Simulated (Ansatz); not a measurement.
# Mo: a line through a two-coordinate scan

One line of a two-coordinate grid on Mo (Fm-3m, No. 225; 1 atom in the cell): volume per atom is varied, at c/a of the conventional cell = 0.857.

Computed with Ansatz 0.2.0 (DFT PBE, scalar-relativistic, plane waves, PAW, unless a step's input says otherwise).

27 further runs of the same task are left out: 27 set aside as unsound or not needed.

## Step 1: The starting structure

It takes space group Fm-3m (No. 225, cubic). The conventional cell has a = 4.002 Å, b = 4.002 Å, c = 4.002 Å, α = 90.00°, β = 90.00°, γ = 90.00°. Mo (site symmetry m-3m) is surrounded by 12 Mo at 2.83 Å.

Structure file:

```cif
data_structure
_symmetry_space_group_name_H-M 'P 1'
_symmetry_Int_Tables_number 1
_cell_length_a 2.8299
_cell_length_b 2.8299
_cell_length_c 2.8299
_cell_angle_alpha 60.000
_cell_angle_beta 60.000
_cell_angle_gamma 60.000
_cell_volume 16.02
loop_
_atom_site_label
_atom_site_type_symbol
_atom_site_fract_x
_atom_site_fract_y
_atom_site_fract_z
_atom_site_occupancy
Mo1 Mo 0.00000 0.00000 0.00000 1
```

This cell was relaxed beforehand with the same method: volume 16.02 Å³/atom, gap on the mesh none (metal).

## Step 2: What is varied

The energy is mapped over volume and the cell's shape.

- volume per atom: 7 values from 14.10 to 17.95 Å³
- c/a of the conventional cell: 9 values from 0.629 to 1.167

Nothing else is relaxed (symmetry fixes all fractional coordinates). Energies count from the relaxed crystal. Points are written as (first, second).

## Step 3: Point (14.74 Å³, 0.857)

input.yaml reads:

```yaml
crystal:
  lattice:
    - [0.0, 2.048999767, 1.7557879003]
    - [2.048999767, 0.0, 1.7557879003]
    - [2.048999767, 2.048999767, 0.0]
  atoms:
    - { symbol: Mo, position: [0.0, 0.0, 0.0] }
basis:
  ecutwfc: 420
kpoints:
  mp_grid: { grid: [22, 22, 22] }
hamiltonian:
  xc: pbe
scf:
  occupations: { method: gaussian, width: 0.15 }
output:
  forces: true
  stress: true
  eigenvalues: true
  write_density: true
  write_potential: true
  elf: true
  volumetric_format: npy
```

Started as:

```
$ ansatz run input.yaml --threads 1 --pin off --max-ram 2048MiB --backend cpu --events-out ev --progress --plain --runs-dir out
```

The session goes on with these runs: the other points of the line.

**Question.** What will these runs give? Wanted: for each run, volume per atom; energy; slope; pressure.

The runs gave:

| volume per atom (Å³) | step | energy (meV/atom) | slope (meV/atom per Å³) | pressure (GPa) |
| --- | --- | --- | --- | --- |
| 14.10 | – | 60 | −251 | 40 |
| 14.74 | 3 | −66 | −148 | 24 |
| 15.38 | 4 | −134 | −65 | 10 |
| 16.02 | 5 | −153 | 3 | −1 |
| 16.67 | 6 | −132 | 59 | −9 |
| 17.31 | 7 | −80 | 103 | −17 |
| 17.95 | 8 | −1.6 | 140 | −22 |

Energies count from the relaxed crystal. Rows without a step come from runs not printed here or follow by symmetry. Slopes come from the forces (and the stress, where the cell changes), not from differences of energies.

In words: The lowest point of the line is at 16.02 Å³, −153 meV/atom from the zero. A fit to energies and slopes at the lowest point and its two neighbours puts the minimum at 15.993 Å³, with a curvature of about 96 meV/atom per (Å³)². V·d²E/dV² there is about 250 GPa, a bulk modulus under this line's constraint. The highest point computed, at 14.10 Å³, lies 213 meV/atom above the lowest. This is one cut through a surface in two coordinates; the map's lowest point lies off it.
